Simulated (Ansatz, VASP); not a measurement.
## HfB2 in VASP and in Ansatz

INCAR

```
SYSTEM = HfB2
ALGO = Fast
EDIFF = 1E-6
ENCUT = 520
GGA = PE
ISIF = 2
ISMEAR = 0
LASPH = .True.
LCHARG = .True.
LELF = .True.
LREAL = .False.
LVHAR = .True.
LWAVE = .False.
NBANDS = 25
NELM = 100
PREC = Accurate
SIGMA = 0.1
```

The input KPOINTS:

```
k-points
0
Gamma
  6 6 2
  0 0 0
```

The input POSCAR:

```
HfB2
1.0
    2.7765703350      0.0000000000      0.0000000000
    0.0000000000      2.7765703350      0.0000000000
    0.0000000000      0.0000000000      8.0070285066
Hf B
2 4
Direct
    0.0000000000      0.0000000000      0.0000000000
    0.5000000000      0.5000000000      0.5000000000
    0.0000000000      0.5000000000      0.1250000000
    0.0000000000      0.5000000000      0.6250000000
    0.5000000000      0.0000000000      0.3750000000
    0.5000000000      0.0000000000      0.8750000000
```

Input for Ansatz:

```yaml
crystal:
  lattice:
    - [2.776570335, 0.0, 0.0]
    - [0.0, 2.776570335, 0.0]
    - [0.0, 0.0, 8.0070285066]
  atoms:
    - { symbol: Hf, position: [0.0, 0.0, 0.0] }
    - { symbol: Hf, position: [0.5, 0.5, 0.5] }
    - { symbol: B, position: [0.0, 0.5, 0.125] }
    - { symbol: B, position: [0.0, 0.5, 0.625] }
    - { symbol: B, position: [0.5, 0.0, 0.375] }
    - { symbol: B, position: [0.5, 0.0, 0.875] }
basis:
  ecutwfc: 420
kpoints:
  mp_grid: { grid: [6, 6, 2] }
hamiltonian:
  xc: pbe
scf:
  occupations: { method: gaussian, width: 0.1 }
  lower_state_search: "off"
output:
  forces: true
  stress: true
  eigenvalues: true
```

Alike in both runs: task single point; functional PBE; k mesh 6 × 6 × 2; occupations gaussian, width 0.1 eV; no spin polarisation.

```csv
,VASP,Ansatz
version,VASP 6.6.1,Ansatz 0.2.0
potentials or method,"VASP PAW PBE potentials, release 64 (Hf_pv, B)","scalar-relativistic, plane waves, PAW"
plane-wave cutoff (eV),520,420
valence electrons in the cell,32,64
```

Ansatz gave:

- gap on the k mesh at the Fermi level (eV): none
- rms of the force components (eV/Å): 7.317

Problem. Which values does VASP return?

Solution. gap on the k mesh at the Fermi level (eV): none; rms of the force components (eV/Å): 7.546.

Atom by atom the forces differ by 0.229 eV/Å (rms over components). A gap of «none» marks a metal or a gap that the smearing closes. With one functional, cell and mesh, what is left measures potentials, basis and numerics. The two sets of potentials don't hold the same shells in valence.

Caveats: the k mesh is coarse (spacing up to 0.39 Å⁻¹), so the values aren't converged; forces of over 1 eV/Å show positions far from the minimum, so gaps and moduli don't describe the material at rest. The runs have no spin-orbit coupling, so splittings on Hf are missing.
